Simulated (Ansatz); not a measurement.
# GaP (F-43m) in Ansatz: convergence with xc grid

Aim: find how far xc grid must go before the results for GaP settle, at LDA. This setting moves, with any that are tied to it; all else stays.

All numbers are computed with Ansatz 0.2.0; they aren't measurements. Logs are shortened: lines on timing, memory, paths and dates and some standing lists are left out, and cuts for length are marked.

**1. Starting point**

It takes space group F-43m (No. 216, cubic). Conventional cell: a = 5.451 Å, b = 5.451 Å, c = 5.451 Å, α = 90.00°, β = 90.00°, γ = 90.00°. Ga (site symmetry -43m) has 4 P at 2.36 Å as nearest neighbours. Around P (site symmetry -43m) lie 4 Ga at 2.36 Å.

**2. With xc grid 1**

Input file input.yaml:

```yaml
crystal:
  lattice:
    - [0.0, 2.72525, 2.72525]
    - [2.72525, 0.0, 2.72525]
    - [2.72525, 2.72525, 0.0]
  atoms:
    - { symbol: Ga, position: [0.0, 0.0, 0.0] }
    - { symbol: P, position: [0.75, 0.75, 0.75] }
kpoints:
  mp_grid: { grid: [8, 8, 8] }
scf:
  occupations: { method: fermi_dirac, width: 0.05 }
hamiltonian:
  xc: lda
  pseudopotentials: { kind: all_electron, lapw: { basis_error: 0.001 } }
output:
  forces: true
  stress: true
  eigenvalues: true
basis:
  xc_grid: 1
```

Potentials or basis: all-electron LAPW, scalar-relativistic.

Launch:

```sh
$ ansatz run input.yaml --threads 1 --pin off --max-ram 3072MiB --backend cpu --events-out ev --progress --plain --runs-dir out
```

The log of the run:

```text
Warning: RAYON_NUM_THREADS=1 ignored (pool sized by the plan → 1); use --threads N
LAPW: plane waves up to 8.552 Å⁻¹, error target 1.0e-3 eV per atom; small_component_spin mean_spin; P in spheres of 1.061 Å, 13 of its electrons in bands, Dirac shells []; Ga in spheres of 1.300 Å, 21 of its electrons in bands, Dirac shells [] (how accurate: hamiltonian.pseudopotentials.lapw.basis_error, Limitations)
Engine: ansatz 0.2.0, aarch64-unknown-linux-gnu
Pseudopotentials: kind: all_electron
Pseudopotential: Ga, LAPW, valence charge 21, lapw/all_electron/scalar/gaussian/Ga, Koelling and Harmon's equation, gaussian nucleus
Pseudopotential: P, LAPW, valence charge 13, lapw/all_electron/scalar/gaussian/P, Koelling and Harmon's equation, gaussian nucleus
Functional definition: SPW92
  exchange = slater_x
  correlation = pw_c
Crystal: 2 atoms, lattice volume = 40.481 Å³
Basis set: ecut = 278.6707610071934 eV, 411 PW (Γ), exchange–correlation at level 1
Bands: 21, of which v1, the nominal top of the filled ones, is band 17 counted from 1 (16 counted from 0)
Symmetry: 24 space group operations
Space group: F-43m (ITA 216), of the structure as read, at distance tolerance 3.4e-5 Å
k-points: 29 of 512 (time reversal used)
Non-local potential: Ga, projectors of the file, none
Non-local potential: P, projectors of the file, none
Initial density: superposition of atomic densities (chi_scale 0.1, normalization cell, long waves kept (reshape's long-wave potential 0.00 eV rms))
Initial wavefunctions: plane waves of lowest kinetic energy (no species holds an atomic orbital)
Functional: x = slater, c = lda
iter 1 solved again at ethr=2.29e-3 eV; its pass at ethr=1.00e-1 eV (dr2=7.78e-1 eV) is discarded
SCF iter   1: F=—  HF=-62104.375956 eV  |F-HF|=—  |Δ(HF+E_count)|=         —  Δρ=3.80e-2  dr2=7.79e-1  ethr=2.29e-3  ⟨swp⟩=2.0  Hψ=4159  notcnv=0
preconditioner: auto → none  [insulator: Δε(μ)=1.910 eV  Ē_g=15.019 eV  σ=0.050 eV  W_gap=1.00  n_scr=14 (ndim 8)  ℏωp=24.8 eV  f_vac=0.017  D(μ)=0.00/eV (n_scr^D=0)  ε∞_Penn≈3.7]
iter 2 solved again at ethr=2.26e-4 eV; its pass at ethr=2.29e-3 eV (dr2=7.68e-2 eV) is discarded
SCF iter   2: F=—  HF=-62104.108859 eV  |F-HF|=—  |Δ(HF+E_count)|=   2.67e-1  Δρ=1.49e-2  dr2=7.68e-2  ethr=2.26e-4  ⟨swp⟩=2.0  Hψ=3161  notcnv=0
SCF iter   3: F=—  HF=-62104.074751 eV  |F-HF|=—  |Δ(HF+E_count)|=   3.41e-2  Δρ=6.64e-3  dr2=1.37e-2  ethr=2.26e-4  ⟨swp⟩=2.0  Hψ=1783  notcnv=0
SCF iter   4: F=—  HF=-62104.068148 eV  |F-HF|=—  |Δ(HF+E_count)|=         —  Δρ=2.56e-3  dr2=2.72e-3  ethr=4.03e-5  ⟨swp⟩=2.0  Hψ=1667  notcnv=0
the basis was enlarged: its passes take 71.0 KiB over the memory plan, 1 of 1 planned eigensolver slots
SCF iter   5: F=—  HF=-62104.066807 eV  |F-HF|=—  |Δ(HF+E_count)|=   1.34e-3  Δρ=4.59e-4  dr2=6.64e-5  ethr=8.00e-6  ⟨swp⟩=2.0  Hψ=1666  notcnv=0
SCF iter   6: F=—  HF=-62104.066784 eV  |F-HF|=—  |Δ(HF+E_count)|=   2.29e-5  Δρ=5.00e-5  dr2=6.70e-7  ethr=1.95e-7  ⟨swp⟩=2.2  Hψ=1672  notcnv=0
SCF iter   7: F=-62104.066784 eV  HF=-62104.066784 eV  |F-HF|=4.58e-10  |Δ(HF+E_count)|=   3.35e-8  Δρ=2.84e-6  dr2=2.75e-9  ethr=1.97e-9  ⟨swp⟩=2.4  Hψ=1684  notcnv=0
SCF 1 converged in 7 iterations: F = -62104.066784 eV  dr2 = 2.75e-9
SCF converged after 7 iterations
Free energy (F): -62104.066784 eV
Harris-Foulkes:  -62104.066784 eV  (|F-HF|=4.58e-10)
Internal energy: -62104.066784 eV  (E = F + TS)
E sigma→0 (E₀):  -62104.066784 eV
Entropy (-TS):   -0.000000 eV (-0.000 meV/atom)
Fermi energy:    9.003017 eV
--- Per-component energies (eV) ---
  E_band       = -1795.699527
  E_kinetic    = 63144.821986
  E_xc         = -2583.480392
  E_electrostatic = -122665.408378  (all electrons and nuclei)
  E_smearing   = -0.000000  (= −TS)
  E_closure    = 0.000000  (closes the sum)
  E_atoms      = -62093.643931  (free atoms, spherical and without spin; not in F)
  Σ components = -62104.066784   (vs F -62104.066784, Δ=0.00e0)
  Basis errors (estimates in eV, not in F): energy 4.5e-4 per atom: plane waves 4.1e-4 (2.4e-4 summed), levels above the bands 5.8e-62, relativity 3.4e-9, radial functions 3.8e-5, core shells 1.5e-10; eigenvalues (radial functions only) 9.1e-7; not estimated: angular momenta, meshes, grids; target (lapw.basis_error) 1.0e-3; muffin-tin radii P 1.061 Å, Ga 1.300 Å
--- Forces (eV/Å), atoms counted from 1 ---
  atom   1  Ga     0.00000000    -0.00000000     0.00000000
  atom   2  P     -0.00000000     0.00000000    -0.00000000
  max |Σ_I F_I| component: 1.73e-17 eV/Å
--- Stress (GPa, compression-positive) ---
       -2.728088      -0.000000      -0.000000
       -0.000000      -2.728088       0.000000
       -0.000000       0.000000      -2.728088
  P = ⅓ Tr σ = -2.7281 GPa (-27.281 kbar)
--- Band table (eV; the first three rows and the last of 29) ---
  k-point 0: bands = ["-158.5459", "-134.2227", "-109.8890", "-109.8890", "-109.8890", "-85.4449", "-85.4449", "-85.4449", "-6.3741", "-6.3741", "-6.3741", "-6.2756", "-6.2756", "-4.2289", "8.2923", "8.2923", "8.2923", "9.8977", "12.0794", "12.0794", "12.0794"]
  k-point 1: bands = ["-158.5459", "-134.2227", "-109.8890", "-109.8890", "-109.8890", "-85.4449", "-85.4449", "-85.4449", "-6.3869", "-6.3694", "-6.3694", "-6.2757", "-6.2757", "-4.0263", "6.6141", "8.0585", "8.0585", "10.5697", "12.4316", "12.4316", "12.6294"]
  k-point 2: bands = ["-158.5459", "-134.2227", "-109.8890", "-109.8890", "-109.8890", "-85.4449", "-85.4449", "-85.4449", "-6.4154", "-6.3595", "-6.3595", "-6.2744", "-6.2744", "-3.4508", "4.3549", "7.6208", "7.6208", "10.2785", "12.9402", "12.9402", "14.4692"]
  k-point 28: bands = ["-158.5459", "-134.2227", "-109.8890", "-109.8890", "-109.8890", "-85.4449", "-85.4449", "-85.4449", "-6.4677", "-6.3364", "-6.3148", "-6.2910", "-6.2669", "-1.1304", "1.6452", "4.6724", "4.8196", "12.8823", "13.0530", "14.2515", "14.2948"]
```

Wall time 9.7 s (1 thread of Arm Neoverse V1, shared host); peak memory 0.25 GiB.

What came out:

| Property | Result |
| --- | --- |
| Free energy | -62104.0668 eV |
| Pressure | -2.7 GPa |
| Band gap on the k mesh | 1.49 eV, indirect (least direct gap 1.61 eV) |

**3. With xc grid 2**

input.yaml, as its differences from that of step 2:

```diff
@@ -20,2 +20,2 @@
 basis:
-  xc_grid: 1
+  xc_grid: 2
```

Potentials or basis: all-electron LAPW, scalar-relativistic.

Launch:

```sh
$ ansatz run input.yaml --threads 1 --pin off --max-ram 3072MiB --backend cpu --events-out ev --progress --plain --runs-dir out
```

It took 10 s on 1 thread of Arm Neoverse V1, shared host; peak memory 0.25 GiB.

What came out:

```
Free energy            : -62104.0668 eV
Pressure               : -2.7 GPa
Band gap on the k mesh : 1.49 eV, indirect (least direct gap 1.61 eV)
```

**4. With xc grid 3**

input.yaml, as its differences from that of step 3:

```diff
@@ -20,2 +20,2 @@
 basis:
-  xc_grid: 2
+  xc_grid: 3
```

Launch:

```sh
$ ansatz run input.yaml --threads 1 --pin off --max-ram 3072MiB --backend cpu --events-out ev --progress --plain --runs-dir out
```

It took 9.9 s on 1 thread of Arm Neoverse V1, shared host; peak memory 0.25 GiB.

The run converged. Its results:

```
Free energy            : -62104.0668 eV
Pressure               : -2.7 GPa
Band gap on the k mesh : 1.49 eV, indirect (least direct gap 1.61 eV)
```

**5. With xc grid 4**

input.yaml, as its differences from that of step 4:

```diff
@@ -20,2 +20,2 @@
 basis:
-  xc_grid: 3
+  xc_grid: 4
```

Launch:

```sh
$ ansatz run input.yaml --threads 1 --pin off --max-ram 3072MiB --backend cpu --events-out ev --progress --plain --runs-dir out
```

Wall time 9.9 s (1 thread of Arm Neoverse V1, shared host); peak memory 0.25 GiB.

Results (log left out):

```yaml
Free_energy: -62104.0668 eV
Pressure: -2.7 GPa
Band_gap_on_the_k_mesh: 1.49 eV, indirect (least direct gap 1.61 eV)
```

**6. Summary**

```
xc grid  energy less the tightest run, at zero smearing (meV/atom)  SCF cycles  CPU time (s)  peak memory (GiB)
      1                                                       0.00           7           9.7               0.25
      2                                                       0.00           7            10               0.25
      3                                                       0.00           7           9.9               0.25
      4                                                       0.00           7           9.9               0.25
```

Against the tightest run, the energy stays within 1 meV/atom from 1 on. The tightest run that finished is the yardstick and may itself not be fully converged.
